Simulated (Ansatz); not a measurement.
**AlN with an Al vacancy, one structure, two calculations**

Cell: a supercell of AlN (wurtzite type, P6_3mc) built from an entry of the Crystallography Open Database (COD), with the ions relaxed around the defect (PBE).

```xyz
31
Lattice="6.2260 0.0000 0.0000 -3.1130 5.3919 0.0000 0.0000 0.0000 9.9620" Properties=species:S:1:pos:R:3 pbc="T T T"
Al    0.0021    1.7994    4.8700
Al   -1.5462    4.5003   -0.0100
Al   -1.5490    4.4985    4.9852
Al    3.1154    1.7899   -0.0101
Al    3.1152    1.7936    4.9855
Al    1.5507    4.5005   -0.0101
Al    1.5535    4.4984    4.9855
Al    1.5389    0.9124    2.4606
Al    1.5445    0.9090    7.4998
Al    0.0023    3.5739    2.4606
Al    0.0022    3.5805    7.4996
Al    4.6913    0.9122    2.4607
Al    4.6858    0.9090    7.5004
Al    3.1153    3.5969    2.4716
Al    3.1153    3.5968    7.4854
N     0.0021    1.7994    2.1743
N     0.0021    1.7995    6.8182
N    -1.5567    4.4940    1.9073
N    -1.5660    4.4887    6.8644
N     3.1152    1.8024    1.9073
N     3.1152    1.8130    6.8647
N     1.5612    4.4940    1.9073
N     1.5704    4.4887    6.8646
N     1.5907    0.8825    4.4010
N     1.6579    0.8436    9.3315
N     0.0023    3.6337    4.4010
N     0.0022    3.7117    9.3314
N     4.6396    0.8824    4.4012
N     4.5732    0.8440    9.3321
N     3.1153    3.5968    4.3790
N     3.1152    3.5967    9.3775
```

Atom numbers follow the list; atoms alike are taken as one site, whose name carries the number of the first.

First run. Method: Kohn–Sham DFT in Ansatz, PBE, plane waves and PAW, scalar-relativistic, collinear spin, 420 eV cutoff, Γ-centred 4×4×2 k-points, Fermi–Dirac smearing 0.01 eV, cell charge -2. Start moments as typed (μB): 0 0 0 0 0 0 0 0 0 0 0 0 0 0 0 0.5 0 0 0 0 0 0 0 0 0.5 0 0.5 0 0.5 0 0 by atom.

```
site  atom  V_zz (10²¹ V/m²)     η  m (μB)
 Al1     1              1.41  0.00    0.00
 Al2     2              1.68  0.10    0.00
 Al3     3              0.48  0.14    0.00
 Al8     8             -2.71  0.66    0.00
 Al9     9             -1.77  0.17    0.00
Al14    14              0.93  0.00    0.00
 N16    16             -1.77  0.00    0.00
 N17    17             -0.26  0.00    0.00
 N18    18              0.24  0.18    0.00
 N19    19             -0.50  0.23    0.00
 N24    24             -0.72  0.47    0.00
 N25    25              2.03  0.11    0.24
 N29    29              2.01  0.11    0.24
 N30    30             -0.31  0.00    0.00
```

Second run. The same atoms and settings, except that the functional is r2SCAN and the cutoff is 500 eV.

Question: What does the second run give?

Answer: 

| site | atom | V_zz | η | change of V_zz | m (μB) |
| --- | --- | --- | --- | --- | --- |
| Al1 | 1 | 1.44 | 0.00 | +0.03 | 0.00 |
| Al2 | 2 | 1.67 | 0.09 | -0.01 | 0.00 |
| Al3 | 3 | 0.48 | 0.17 | 0.00 | 0.00 |
| Al8 | 8 | -2.70 | 0.67 | +0.01 | 0.00 |
| Al9 | 9 | -1.76 | 0.16 | +0.01 | 0.00 |
| Al14 | 14 | 0.95 | 0.00 | +0.02 | 0.00 |
| N16 | 16 | -1.71 | 0.00 | +0.06 | 0.00 |
| N17 | 17 | -0.23 | 0.00 | +0.03 | 0.00 |
| N18 | 18 | 0.24 | 0.18 | 0.00 | 0.00 |
| N19 | 19 | -0.53 | 0.24 | -0.03 | 0.00 |
| N24 | 24 | -0.74 | 0.46 | -0.02 | 0.00 |
| N25 | 25 | 2.32 | 0.10 | +0.29 | 0.26 |
| N29 | 29 | 2.30 | 0.10 | +0.29 | 0.26 |
| N30 | 30 | -0.32 | 0.00 | -0.01 | 0.00 |

The largest change of V_zz is on N25, from 2.03 to 2.32. In per cent, |V_zz| changes by 0 on Al, +14 to +15 on N (all sites that start above 2). The table leaves out 2 of the 16 sites, with |V_zz| up to 0.45; their tensors move by 0.01 at most along any direction. The statements above cover all sites.

The defect repeats with the cell of 31 atoms, so it feels its images: sites between two images don't show the values beside a lone defect, and zeros or small values of η there can come from the images' arrangement. Al and N carry a gradient in the pure host already, so the values there aren't the defect's effect alone. A uniform background compensates the cell's charge. The defect cell has no gap above 0.1 eV on its mesh, so the values can hang on the smearing and the k-mesh.
For the first run: The centre was started off its lattice site, so that it could distort.
For the second run: The program didn't check the stability of this electronic state in full, so a lower one may lie near. With these PAW files V_zz is typically within 2 to 3 % of all-electron values, but misses above 10 % occur on Al. The cell keeps the host's lattice, where the r2SCAN pressure is -5 GPa (in a charged cell this depends on the convention for the mean potential).
